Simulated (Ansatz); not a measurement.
Lattice dynamics at Γ of Li2S (Fm-3m)

Perturbation theory with PBEsol in Ansatz on the PBEsol cell, ground state and force constants on a 6×6×6 mesh. (Simulation; spin polarisation is off.)

It is cubic, Fm-3m (No. 225); a = 5.654 Å in the conventional setting, 15.06 Å³ an atom. Li has 4 S at 2.45 Å; S has 8 Li at 2.45 Å.

```yaml
crystal:
  lattice:
    - [0.00000, 2.82711, 2.82711]
    - [2.82711, 0.00000, 2.82711]
    - [2.82711, 2.82711, 0.00000]
  atoms:
    - { symbol: Li, position: [0.25000, 0.25000, 0.25000] }
    - { symbol: Li, position: [0.75000, 0.75000, 0.75000] }
    - { symbol: S, position: [0.00000, 0.00000, 0.00000] }
```

Optical modes without the longitudinal term:
```json
{"ω (cm⁻¹)": "335", "degeneracy": "3", "IR intensity, summed over the level ((D/Å)²/amu)": "24.91"}
{"ω (cm⁻¹)": "385", "degeneracy": "3", "IR intensity, summed over the level ((D/Å)²/amu)": "0.00"}
```

All optical modes at Γ are real, from 335 to 385 cm⁻¹ without the longitudinal term; this says nothing of other wave vectors. With the long-range field the highest mode reaches 459 cm⁻¹. Of the real levels 1 is infrared active, the strongest at 335 cm⁻¹.

The electronic dielectric tensor ε∞ is 3.96 in all directions. With the ions relaxed, ε⁰ is 7.5 in all directions. Born charges, averaged over directions: Li +0.93, S -1.87 e.

With one polar mode in a cubic crystal the Lyddane-Sachs-Teller relation applies: (ω_LO/ω_TO)² = (459.5/335.0)² = 1.881, and ε⁰/ε∞ = 7.453/3.962 = 1.881. The refractive index √ε∞ is 1.99.

For comparison, on the r2SCAN cell the mean ε∞ is 3.63 with r2SCAN (ground state on 6×6×6; least gap 3.87 eV), 3.88 with PBE (ground state on 6×6×6; least gap 3.39 eV).
